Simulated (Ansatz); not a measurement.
BeTe (rocksalt), relaxed with r2SCAN: 8 runs in the PAW code Ansatz, each a construction of maximally localised Wannier functions. It is cubic, Fm-3m (No. 225); a = 5.366 Å in the conventional setting, 19.32 Å³ an atom. Be is surrounded by 6 Te at 2.68 Å; Te is surrounded by 6 Be at 2.68 Å. All values are calculated for a non-magnetic cell, which may be hypothetical.

```xyz
2
Lattice="0.0000 2.6832 2.6832 2.6832 0.0000 2.6832 2.6832 2.6832 0.0000" Properties=species:S:1:pos:R:3 pbc="T T T"
Be    0.0000    0.0000    0.0000
Te    2.6832    2.6832    2.6832
```

Windows count from the Fermi level (the cell has no gap); a dash means that no such window was set (without an outer window there is no disentanglement). Rows marked drawn have settings drawn at random (some not listed).

```csv
functional,SCF mesh,trial orbitals,functions,mesh,window (eV),frozen (eV),settings,Ω total (Å²),Ω invariant (Å²),largest spread (Å²),least projectability,"interpolation miss of the model's filled bands (eV, to the nearest computed level)"
PBE,6×6×6,"Te s, Te p",4,6×6×6,–,–,chosen,9.99,8.15,2.50,0.79,0.133
PBE,6×6×6,"Te s, Te p",4,4×4×4,–,–,chosen,8.46,6.73,2.11,0.81,0.354
PBE,6×6×6,Te p,3,6×6×6,–,–,chosen,10.20,9.84,3.40,0.65,0.130
r2SCAN,6×6×6,"Te s, Te p",4,6×6×6,–,–,chosen,9.72,7.89,2.43,0.80,0.122
r2SCAN,6×6×6,Te p,3,6×6×6,–,–,chosen,9.97,9.62,3.32,0.65,0.120
PBE,6×6×6,Te p,3,6×6×6,-21.2 to +4.1,–,drawn,8.70,8.53,2.90,0.84,1.154
```

Q: Estimate from these rows what the further settings give.
```
functional  SCF mesh             trial orbitals  functions   mesh  window (eV)  frozen (eV)  settings
       PBE     6×6×6  Te s, Te p (plain search)          4  6×6×6            –            –     drawn
       PBE     6×6×6                 Te s, Te p          4  8×8×8            –            –    chosen
```

A:
```csv
functional,SCF mesh,trial orbitals,functions,mesh,window (eV),frozen (eV),settings,Ω total (Å²),Ω invariant (Å²),largest spread (Å²),least projectability,"interpolation miss of the model's filled bands (eV, to the nearest computed level)"
PBE,6×6×6,"Te s, Te p (plain search)",4,6×6×6,–,–,drawn,11.45,8.15,3.31,0.79,0.128
PBE,6×6×6,"Te s, Te p",4,8×8×8,–,–,chosen,10.83,8.98,2.71,0.80,0.047
```

For Te s, Te p with PBE the spread goes 8.46 Å² (4×4×4), 9.99 Å² (6×6×6), 10.83 Å² (8×8×8).

No spin-orbit coupling is included; it can move band edges with weight on the heavy atoms by tenths of an eV.
